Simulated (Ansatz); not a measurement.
## Fitting the r2SCAN+D4 energy curve of HgTe

```
Hg Te
1.0
     0.00000    3.21450    3.21450
     3.21450    0.00000    3.21450
     3.21450    3.21450    0.00000
Hg Te
1 1
Direct
  0.00000 0.00000 0.00000
  0.75000 0.75000 0.75000
```

The cell was scaled at fixed shape and fractions and run with Ansatz, Ansatz PAW, cutoff 500 eV; r2SCAN+D4, k mesh 7 × 7 × 7 on the cell of 2 atoms, fermi-dirac occupations of 0.05 eV, no spin polarisation, no spin-orbit coupling. The potentials were made for PBE. Energies are those that the program minimises, any entropy of the smearing included. For a metal such a mesh isn't converged to the digits shown.

```tsv
V (Å³/atom)	energy over the lowest row (meV/atom)
31.2225	68.81
31.8868	45.00
32.5512	26.89
33.2155	13.85
33.8798	?
34.5441	0.88
35.2084	0.00
```

Task: Fit the third-order Birch-Murnaghan form, give V0, B0 and B′, and predict the energy left open.

Result: With y = (V0/V)^(2/3), E = E0 + (9 V0 B0/16) [(y - 1)³ B′ + (y - 1)² (6 - 4y)]. Least squares through the rows shown give V0 = 35.0467 Å³/atom, E0 = -0.10 meV, B0 = 41.94 GPa (1 eV/Å³ = 160.218 GPa) and B′ = 5.03, with a largest miss of 0.01 meV. At V = 33.8798 the form with these constants gives 5.34 meV; the run gave 5.35 meV an atom. Measured volume: 33.73 Å³/atom at 300 K (a printed reference work), so the fit lies +3.9 % from it. Measured modulus: 43 GPa (a printed reference work), so the fit lies -2.5 % from it. The runs are for a static lattice.
